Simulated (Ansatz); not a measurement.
# Mg2Ge: a single-point run

The task is a single-point run on Mg2Ge. The structure is shown as the input types it.

Program: Ansatz 0.2.0. Level of theory: density functional or hybrid calculation with the settings of its input, plane waves (as first typed). These are calculated values, not measurements.

3 further runs of the same task are left out: 1 for a known fault of the program, 2 that didn't finish.

### 1 The system as given

It takes space group Fm-3m (No. 225, cubic). Conventional cell: a = 6.366 Å, b = 6.366 Å, c = 6.366 Å, α = 90.00°, β = 90.00°, γ = 90.00°. Ge (site symmetry m-3m) is surrounded by 8 Mg at 2.76 Å. Around Mg (site symmetry -43m) lie 4 Ge at 2.76 Å.

Structure file:

```
CELL_PARAMETERS angstrom
0.00000 3.18310 3.18310
3.18310 0.00000 3.18310
3.18310 3.18310 0.00000
ATOMIC_POSITIONS crystal
Ge 0.00000 0.00000 0.00000
Mg 0.25000 0.25000 0.25000
Mg 0.75000 0.75000 0.75000
```

### 2 The calculation

File input.yaml:

```yaml
crystal:
  lattice:
    - [0.0, 3.1831012372, 3.1831012372]
    - [3.1831012372, 0.0, 3.1831012372]
    - [3.1831012372, 3.1831012372, 0.0]
  atoms:
    - { symbol: Ge, position: [0.0, 0.0, 0.0] }
    - { symbol: Mg, position: [0.25, 0.25, 0.25] }
    - { symbol: Mg, position: [0.75, 0.75, 0.75] }
kpoints:
  mp_grid: { grid: [6, 6, 6] }
hamiltonian:
  xc: r2scan
scf:
  occupations: { method: fermi_dirac, width: 0.02 }
  n_extra_bands: 4
  max_iter: 98
output:
  forces: true
  stress: true
  eigenvalues: true
basis:
  ecutwfc: 40
```

Run with:

```sh
$ ansatz run input.yaml --threads 4 --pin off --max-ram 3686MiB --backend cpu --events-out ev --progress --plain --runs-dir out
```

What happens when this is run?

The run converged and reported no error, with warnings (cutoff below recommended). It gives a pressure of -2358 GPa, which is large.

The suspect setting: basis.ecutwfc is 40. With so few plane waves the basis is incomplete by a wide margin. The potentials' recommended cutoff is 500 eV.

The test: delete basis.ecutwfc (the default then holds).
